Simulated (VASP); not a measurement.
Runs of VASP 6.6.1 on CaO. Symmetry: Fm-3m, No. 225, cubic system. The conventional cell has a = 4.907 Å, b = 4.907 Å, c = 4.907 Å, α = 90.00°, β = 90.00°, γ = 90.00°. Around Ca (site symmetry m-3m) lie 6 O at 2.45 Å. O (site symmetry m-3m) has 6 Ca at 2.45 Å as nearest neighbours. 

```tsv
task	level	potentials or basis	cell	k mesh	cutoff (eV)	mesh quality	gap on the mesh (eV)	pressure (GPa)	relaxed volume (Å³/atom)
relaxation of cell and atoms	PBE	VASP PAW PBE potentials, release 64 (Ca_sv, O)	relaxed	8 × 8 × 8	600	not flagged	3.64	0.0	14.15
relaxation of cell and atoms	PBE+D3(BJ)	VASP PAW PBE potentials, release 64 (Ca_sv, O)	relaxed	8 × 8 × 8	600	not flagged	3.63	0.0	(b)
relaxation of cell and atoms	PBEsol	VASP PAW PBE potentials, release 64 (Ca_sv, O)	relaxed	8 × 8 × 8	600	not flagged	3.53	0.0	(d)
relaxation of cell and atoms	PBEsol	VASP PAW PBE potentials, release 64 (Ca_sv, O)	relaxed	4 × 4 × 4	600	coarse	3.52	0.0	13.61
relaxation of cell and atoms	PBEsol	VASP PAW PBE potentials, release 64 (Ca_sv, O_s)	relaxed	8 × 8 × 8	480	not flagged	3.53	0.0	13.61
relaxation of cell and atoms	PBEsol	VASP PAW PBE potentials, release 64 (Ca_pv, O)	relaxed	8 × 8 × 8	580	not flagged	3.53	0.0	(c)
relaxation of cell and atoms	LDA	VASP PAW LDA potentials, release 64 (Ca_sv, O)	relaxed	8 × 8 × 8	600	not flagged	3.43	0.0	13.12
relaxation of cell and atoms	RPBE	VASP PAW PBE potentials, release 64 (Ca_sv, O)	relaxed	8 × 8 × 8	600	not flagged	3.75	0.0	(a)
single point	PBEsol	VASP PAW PBE potentials, release 64 (Ca_sv, O)	as given	8 × 8 × 8	520	not flagged	3.55	-7.8	-
```

Alike in all rows: no spin polarisation; smearing gaussian 0.02 eV.

Estimate the missing entries.

(a) 14.67; (b) 13.74; (c) 13.52; (d) 13.60.

Caveats: some runs use coarse meshes; the PAW data sets were made with another functional, which shifts forces and pressure a little (some runs); the volume moved by -11 % from the deposited cell, more than functionals usually miss (some runs).

A k mesh can miss the band edges.

Not every run made on this cell is shown here.
